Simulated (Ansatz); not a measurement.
The following input was run with Ansatz 0.2.0.

```yaml
crystal:
  lattice:
    - [0.0, 1.8955179894, 2.0169567894]
    - [2.0169567894, 0.0, 2.0169567894]
    - [2.0169567894, 1.8955179894, 0.0]
  atoms:
    - { symbol: Al, position: [0.0, 0.0, 0.0] }
basis:
  ecutwfc: 420
kpoints:
  mp_grid: { grid: [16, 16, 16] }
hamiltonian:
  xc: pbe
scf:
  occupations: { method: gaussian, width: 0.1 }
output:
  forces: true
  stress: true
  eigenvalues: true
```

It can be run as
```bash
ansatz run input.yaml --threads 1 --pin off --backend cpu --events-out ev --progress --plain --runs-dir out  # memory cap (--max-ram) not shown
```

Method: Ansatz 0.2.0, DFT PBE, scalar-relativistic, plane waves, PAW.

Abridged output:

```
Pseudopotentials: kind: paw
Pseudopotential: Al, paw, valence charge 3, recommended cutoff 420 eV (normal)
Functional definition: PBE
Crystal: 1 atom, lattice volume = 15.422 Å³
Basis set: ecut = 420 eV, 315 PW (Γ), exchange–correlation on 40×40×40 points (8 copies of the dense FFT grid, shifted against one another)
Bands: 6, of which v1, the nominal top of the filled ones, is band 2 counted from 1 (1 counted from 0)
Symmetry: 16 space group operations
Space group: I4/mmm (ITA 139), of the structure as read, at distance tolerance 2.5e-5 Å
k-points: 349 of 4096
Initial density: superposition of atomic densities (neutral atoms: chi_scale 0, normalization atom), corrected by the library's trained network
Initial wavefunctions: pseudopotential atomic-orbital guess
Functional: x = pbe(κ = 0.804, μ = 0.21951497), c = pbe(β = 0.06672455)
SCF iter   1: F=—  HF=-537.475926 eV  |F-HF|=—  |Δ(HF+E_count)|=         —  Δρ=7.23e-4  dr2=5.14e-5  ethr=1.77e-3  ⟨swp⟩=4.8  Hψ=17996  notcnv=0
SCF iter   2: F=—  HF=-537.475938 eV  |F-HF|=—  |Δ(HF+E_count)|=   1.17e-5  Δρ=3.43e-4  dr2=1.00e-5  ethr=1.71e-6  ⟨swp⟩=1.6  Hψ=5144  notcnv=0
SCF iter   3: F=-537.475945 eV  HF=-537.475945 eV  |F-HF|=5.36e-8  |Δ(HF+E_count)|=   6.42e-6  Δρ=2.54e-5  dr2=4.02e-8  ethr=3.34e-7  ⟨swp⟩=1.9  Hψ=2320  notcnv=0
SCF iter   4: F=-537.475945 eV  HF=-537.475945 eV  |F-HF|=7.08e-11  |Δ(HF+E_count)|=   5.58e-8  Δρ=3.10e-6  dr2=9.82e-10  ethr=1.34e-9  ⟨swp⟩=1.4  Hψ=2115  notcnv=0
SCF iter   5: F=-537.475945 eV  HF=-537.475945 eV  |F-HF|=0.00e0  |Δ(HF+E_count)|=  1.07e-10  Δρ=8.86e-8  dr2=9.23e-13  ethr=3.27e-11  ⟨swp⟩=1.2  Hψ=2005  notcnv=0
SCF iter   6: F=-537.475945 eV  HF=-537.475945 eV  |F-HF|=1.14e-13  |Δ(HF+E_count)|=  1.14e-13  Δρ=1.57e-8  dr2=4.09e-14  ethr=1.00e-12  ⟨swp⟩=2.1  Hψ=6916  notcnv=0
SCF 1 converged in 6 iterations: F = -537.475945 eV  dr2 = 4.09e-14
SCF converged after 6 iterations
Free energy (F): -537.475945 eV
Harris-Foulkes:  -537.475945 eV  (|F-HF|=1.14e-13)
Internal energy: -537.473488 eV  (E = F + TS)
E sigma→0 (E₀):  -537.474716 eV
Entropy (-TS):   -0.002457 eV (-2.457 meV/atom)
Fermi energy:    8.651564 eV
--- Per-component energies (eV) ---
  E_band       = 12.164633
  E_kinetic    = 23.828379
  E_local      = 10.925233  (includes V_loc(G=0)·N_el)
  E_nonlocal   = 10.495381
  E_hartree    = 0.117585
  E_xc         = -40.186649
  E_vxc        = -29.547665  (∫ρ·V_xc dr)
  E_paw        = -467.467469  (= ΣΔE_a)
  E_vpaw       = -3.771864  (= ΣTr[D̂ρ^β])
  E_aug_tail   = -0.000002  (compensation charges beyond the density's cutoff)
  E_ewald      = -75.185946
  E_smearing   = -0.002457  (= −TS)
--- Forces (eV/Å), atoms counted from 1 ---
  atom   1  Al     0.00000000     0.00000000     0.00000000
--- Stress (GPa, compression-positive) ---
        4.900843       0.000000       0.000000
        0.000000       9.716654       0.000000
        0.000000       0.000000       4.900843
  P = ⅓ Tr σ = 6.5061 GPa (65.061 kbar)
--- Band table (eV; the first three rows and the last of 349) ---
  k-point 0: bands = ["-2.9352", "21.3861", "21.3861", "22.0665", "23.5790", "23.7942"]
  k-point 1: bands = ["-2.8240", "19.8596", "21.0724", "21.5928", "24.0239", "24.2682"]
  k-point 2: bands = ["-2.4911", "17.3057", "20.5036", "21.0977", "24.1273", "25.0228"]
  k-point 348: bands = ["6.2630", "7.9136", "13.4177", "13.8064", "13.8064", "17.6301"]
```

The run converged.